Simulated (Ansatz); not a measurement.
Al3GaN4: an elastic constant from a strain scan

Computed with DFT r2SCAN, scalar-relativistic, plane waves, PAW (Ansatz 0.2.0). Settings: plane waves to 500 eV, k-mesh 6×6×6 (Γ-centred), Gaussian smearing 0.05 eV. No spin polarisation. Energies are free energies at this smearing, counted from the undisturbed cell; pressure is positive in compression.

The starting cell (relaxed at this level; it needn't be the usual structure):

```yaml
crystal:
  lattice:
    - [4.40124, 0.00000, 0.00000]
    - [0.00000, 4.40124, 0.00000]
    - [0.00000, 0.00000, 4.40124]
  atoms:
    - { symbol: Al, position: [0.50000, 0.50000, 0.00000] }
    - { symbol: Al, position: [0.50000, 0.00000, 0.50000] }
    - { symbol: Al, position: [0.00000, 0.50000, 0.50000] }
    - { symbol: Ga, position: [0.00000, 0.00000, 0.00000] }
    - { symbol: N, position: [0.74446, 0.74446, 0.25554] }
    - { symbol: N, position: [0.74446, 0.25554, 0.74446] }
    - { symbol: N, position: [0.25554, 0.74446, 0.74446] }
    - { symbol: N, position: [0.25554, 0.25554, 0.25554] }
```

The cell is strained by ε times the Voigt pattern (0, 0, 0, 0, 1, 0) (xx, yy, zz, yz, xz, xy; engineering shear) with fractional coordinates fixed. The cell holds 8 atoms in V0 = 85.26 Å³. The stress column is τ = (1/V0) dE/dε, got from the stress tensor σ (compression positive) at each point as −det(1 + εP) σ : P(1 + εP)⁻¹, with P the pattern as a tensor.

```csv
ε,ΔE (meV/atom),τ (GPa)
-0.0875,57.696,-19.967
-0.0750,42.309,-17.050
-0.0625,29.335,-14.163
-0.0500,18.752,-11.301
-0.0375,10.537,-8.458
-0.0250,4.681,-5.631
-0.0125,1.171,-2.813
0.0000,0.000,0.000
0.0125,1.171,2.813
0.0250,4.681,5.631
0.0375,10.537,8.458
0.0500,18.752,11.301
0.0625,29.335,14.163
0.0750,42.309,17.050
0.0875,57.696,19.967
0.1000,?,?
```

Problem. Which combination of elastic constants does this scan measure, and how large is it?

Solution. For small ε, τ = τ0 + Kε with K = pᵀCp, which for this pattern is C44 in the cubic axes. The parabola through τ at ε = -0.0125, 0 and 0.0125 has slope K = 225 GPa at zero. The energies per cell, E = NΔE, of the same two points give K = 2[E(ε₊)/ε₊ − E(ε₋)/ε₋]/[(ε₊ − ε₋)V0] = 225 GPa, in agreement. These are clamped-ion values.

Problem. Predict the withheld row at ε = 0.1000 from the harmonic law, and compare.

Solution. ΔE = V0(τ0 ε + Kε²/2)/N = 74.842 meV/atom and τ = 22.50 GPa. The calculation gives 75.521 meV/atom and 22.92 GPa, a miss of 0.9 % of the harmonic energy, so the harmonic law still holds here.

Forces appear on the atoms along this scan, and letting them relax would lower the energy and soften the response.